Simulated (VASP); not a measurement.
Write the native input for VASP 6.6.1 that does the following.

```yaml
Task: relaxation of the atoms
Functional: PBEsol
Dispersion: D3(BJ)
Potentials_or_basis: VASP PAW PBE potentials, release 64 (In_d, Se)
Cutoff: 520 eV
k_mesh: 9 × 9 × 9
Occupations: gaussian, width 0.02 eV
Spin: no spin polarisation
Further_INCAR_settings: ALGO = Normal; EDIFF = 1e-07; IBRION = 2; EDIFFG = -0.002; NSW = 80
```

The structure of InSe lies in POSCAR:

```
InSe
1.0
    2.0000000000      1.1547005400      8.4400000000
   -2.0000000000      1.1547005400      8.4400000000
    0.0000000000     -2.3094010800      8.4400000000
In Se
2 2
Direct
    0.0000000000      0.0000000000      0.0000000000
    0.1114000000      0.1114000000      0.1114000000
    0.6165000000      0.6165000000      0.6165000000
    0.8281000000      0.8281000000      0.8281000000
```

These files were run (other wordings do the same):

INCAR

```
SYSTEM = InSe
PREC     = Accurate       ! precision mode
ENCUT    = 520            ! plane-wave cutoff, eV
EDIFF    = 1E-7           ! SCF threshold, eV
ISMEAR   = 0              ! smearing method
SIGMA    = 0.02           ! smearing width, eV
LREAL    = .False.        ! projectors in reciprocal space
LASPH    = .True.         ! aspherical terms in the spheres
NELM     = 80             ! most SCF steps
ALGO     = Normal         ! electronic algorithm
ISIF     = 2              ! what is computed and relaxed
LWAVE    = .False.        ! write WAVECAR
LCHARG   = .False.        ! write CHGCAR
GGA      = PS             ! functional
IVDW     = 12             ! dispersion correction
IBRION   = 2              ! ionic algorithm
NSW      = 80             ! ionic steps
EDIFFG   = -0.002         ! ionic threshold
```

KPOINTS

```
Automatic mesh
0
Gamma
  9 9 9
  0 0 0
```

Potentials or basis: VASP PAW PBE potentials, release 64 (In_d, Se).

Launch:

```sh
$ cat potpaw_PBE.64/In_d/POTCAR potpaw_PBE.64/Se/POTCAR > POTCAR
$ mpirun -np 1 vasp_std > vasp.out
```

Results of the run:

The energy gained by relaxing is 1.5 meV/atom. The ionic steps are 9 and the pressure after relaxing is -1.5 GPa. The band gap on the k mesh is 0.60 eV, indirect (least direct gap 0.62 eV) and the dispersion energy per atom is -0.289 eV.

Caveat: the PAW data sets were made with another functional, which shifts forces and pressure a little; spin-orbit coupling is left out, which moves the levels of the heavy elements; an odd mesh through Γ misses points on the zone boundary, where band edges often lie.

Wall time 52 min on 1 thread of Intel(R) Xeon(R) Platinum 8488C (Sapphire Rapids), on a shared host, peak memory 0.85 GiB.
